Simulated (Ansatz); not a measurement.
`N#CCC#N` + BH₃ → `BC#N` + `CC#N` at 400 K and 1 bar (formal exchange of groups at a C–C bond).

Computed with Ansatz on PBE0-D4/def2-TZVP structures; ΔE is electronic, products minus reactants. CBS: MP2 limit from def2 TZ/QZ plus the TZ coupled-cluster correction, frozen cores. This one scheme is used for every species.

```json
{"species": "`N#CCC#N`", "CCSD(T)/CBS energy (Eh)": "-224.71425", "H − E (kJ/mol)": "141.0", "S (J/(mol·K))": "311.8"}
{"species": "BH₃", "CCSD(T)/CBS energy (Eh)": "-26.55200", "H − E (kJ/mol)": "82.6", "S (J/(mol·K))": "199.4"}
{"species": "`BC#N`", "CCSD(T)/CBS energy (Eh)": "-118.71067", "H − E (kJ/mol)": "91.9", "S (J/(mol·K))": "263.9"}
{"species": "`CC#N`", "CCSD(T)/CBS energy (Eh)": "-132.59492", "H − E (kJ/mol)": "136.8", "S (J/(mol·K))": "258.6"}
```

H − E and S are ideal-gas, rigid-rotor, harmonic terms from PBE0-D4/def2-TZVP. 1 Eh = 2625.50 kJ/mol, R = 8.31446 J/(mol·K).

**Question.** By hand: ΔE, ΔH, ΔS and ΔG.

**Answer.** ΔE = (-118.71067) + (-132.59492) − (-224.71425) − (-26.55200) = -0.03934 Eh = -103.3 kJ/mol. Δ(H − E) = 91.9 + 136.8 − 141.0 − 82.6 = 5.1, so ΔH = -98.2 kJ/mol. ΔS = 263.9 + 258.6 − 311.8 − 199.4 = 11.3 J/(mol·K). ΔG = -98.2 − 400 × (11.3)/1000 = -102.7 kJ/mol.

**Question.** By hand: the equilibrium constant, and the temperature at which ΔG would vanish if ΔH and ΔS stayed fixed.

**Answer.** log₁₀ K = −ΔG/(RT ln 10) = 13.4. ΔH and −TΔS have one sign here, so there is no such temperature.

The number of gas molecules stays the same, so ΔS is small and ΔH decides. A doubt of 5 kJ/mol in ΔE shifts log₁₀ K by 0.7 here. These are equilibria of isolated gas molecules and say nothing of rates. Largest T1 diagnostic: 0.014 (customary marks: 0.02 for closed shells, 0.045 for open ones).
